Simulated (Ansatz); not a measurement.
## Strain response of CuAu₃

Method: DFT PBEsol, scalar-relativistic, plane waves, PAW (Ansatz 0.2.0). Settings: 420 eV cutoff, 14×14×14 k-mesh, Gaussian smearing of 0.10 eV, no spin polarisation.

Reference structure (relaxed):

```
Cu Au
1.0
     3.97425    0.00000    0.00000
     0.00000    3.97425    0.00000
     0.00000    0.00000    3.97425
Cu Au
1 3
Direct
  0.00000 0.00000 0.00000
  0.00000 0.50000 0.50000
  0.50000 0.00000 0.50000
  0.50000 0.50000 0.00000
```

Deformation: uniaxial strain along a, with the lengths of b and c and the atoms relaxed and the angles held, all within the symmetry that the strain leaves. Energies are extrapolated to zero smearing.

Spin–orbit coupling is left out, which can shift energies with elements as heavy as these.

```csv
strain (%),ΔE (meV/atom),a (Å),b (Å),c (Å)
-6.0,9.0,3.736,4.093,4.093
-4.0,4.4,3.815,4.050,4.050
-2.0,1.3,3.895,4.010,4.010
+0.0,0.0,3.974,3.974,3.974
+2.0,1.3,4.054,3.941,3.941
+4.0,5.6,4.133,3.912,3.912
+6.0,13.3,4.213,3.885,3.885
```

(1) What stiffness (1/V) d²E/dε² at zero strain does a cubic fit over all points give?

(2) How does the free axis b answer a small strain?

Answers

(1) A cubic fit gives (1/V) d²E/dε² = 63 GPa at zero strain (Young's modulus along this axis, angles held).

(2) Between the innermost points its strain is -0.44 times the applied one.